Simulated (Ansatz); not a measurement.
How far is PAW off for InP?

```
In P
1.0
     0.02855    2.86928    2.86928
     2.86928    0.02855    2.86928
     2.86928    2.86928    0.02855
In P
1 1
Direct
  0.00000 0.00000 0.00000
  0.50000 0.50000 0.50000
```

Atom numbers follow the list: In1, P2.

The cell comes from COD entry 1538565, which wasn't checked; take it as a given geometry. The listed cell was then made from it by scaling, straining or moving an atom.

Spin–orbit coupling is left out, though it moves levels of the heavy atoms by tenths of an eV or more.

Levels of theory: DFT, LDA, PAW with Ansatz's default frozen-core files, scalar-relativistic (Ansatz 0.2.0); DFT, LDA, all-electron PAW with datasets made for the crystal, scalar-relativistic (Ansatz 0.2.0); DFT, LDA, all-electron LAPW, scalar-relativistic (Ansatz 0.2.0).

For PAW: a Γ-centred 11×11×11 k mesh, Fermi–Dirac smearing of 0.05 eV, cutoff 420 eV, no spin polarisation; the PAW files were made with PBE, and the program remakes their frozen cores for this functional. The crystal-made all-electron datasets (AE datasets) take a cutoff of 240 eV at this cell. LAPW targets a basis error of 1 meV/atom. The Ansatz runs share mesh, smearing and spin set-up. Plane-wave (PAW) pressures include the program's estimate of the Pulay term.

Stress and pressure are positive in compression.

The change that made this cell: equal xy, yz and zx engineering shear strains of +1 %.

| quantity | PAW | AE datasets | LAPW |
| --- | --- | --- | --- |
| pressure (GPa) | -9.66 | -9.64 | -9.64 |
| stress yz (GPa) | -0.29 | -0.29 | -0.29 |
| stress xz (GPa) | -0.29 | -0.29 | -0.29 |
| stress xy (GPa) | -0.29 | -0.29 | -0.29 |
